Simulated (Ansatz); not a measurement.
# What strain does to NaH (CsCl type)

NaH built on the CsCl prototype, relaxed with r2SCAN in the plane-wave code Ansatz. It is cubic, Pm-3m (No. 221); a = 2.932 Å in the conventional setting, 12.61 Å³ an atom. Na has 8 H at 2.54 Å; H has 8 Na at 2.54 Å.

The axes x, y and z are those of this cell:
```xyz
2
Lattice="2.9324 0.0000 0.0000 0.0000 2.9324 0.0000 0.0000 0.0000 2.9324" Properties=species:S:1:pos:R:3 pbc="T T T"
Na    0.0000    0.0000    0.0000
H     1.4662    1.4662    1.4662
```

Unstrained: With PBE the valence top lies at R and the conduction bottom at X, 1.035 eV higher; the smallest vertical gap, at X, is 4.505 eV. The r2SCAN gap is indirect, 1.596 eV (R to X), below the direct gap of 5.161 eV at X. With HSE06 the valence top lies at R and the conduction bottom at X, 1.881 eV higher; the smallest vertical gap, at X, is 5.719 eV. Meshes: PBE 8×8×8, r2SCAN 8×8×8, HSE06 6×6×6. Strains are changes of length per length. After each strain the atoms were relaxed again with r2SCAN within the symmetry that the strain leaves, so tilts or polar shifts that break it weren't tested; points keep the names that they have in the unstrained zone. The cell comes from a prototype generator: it can be a known phase or a hypothetical one. Spin polarisation is off.

Changes of the least gap in eV (an overlap counts as a negative gap):

| strain | volume change (%) | space group | PBE | r2SCAN | HSE06 | energy rise, r2SCAN (meV/atom) |
| --- | --- | --- | --- | --- | --- | --- |
| biaxial -2.86 % in x and y, z held | -5.6 | P4/mmm | -0.193 | -0.190 | -0.180 | 6.2 |
| uniaxial +1.48 % along [111] | +1.5 | R-3m | +0.002 | +0.001 | -0.002 | 0.1 |
| epitaxial -0.34 % in the plane normal to [111], free normal strain +1.03 % | +0.3 | R-3m | +0.002 | +0.002 | +0.001 | 0.0 |

Biaxial -2.86 % in x and y, z held. HSE06: the gap goes from 1.881 to 1.701 eV (-0.180 eV). Stress change with r2SCAN, compression positive: xx +2.91, yy +2.91, zz -0.88 GPa.

Uniaxial +1.48 % along [111], other directions held. HSE06: the gap goes from 1.881 to 1.879 eV (-0.002 eV). Stress change with r2SCAN, compression positive: xx -0.36, yy -0.36, zz -0.36, xy +0.05, xz +0.05, yz +0.05 GPa.

Epitaxial -0.34 % in the plane normal to [111], free normal strain +1.03 %. HSE06: the gap goes from 1.881 to 1.882 eV (+0.001 eV). Stress change with r2SCAN, compression positive: xx -0.08, yy -0.08, zz -0.08, xy +0.04, xz +0.04, yz +0.04 GPa.

The meshes of the hybrids are coarse, so their gaps aren't converged to the digits shown.
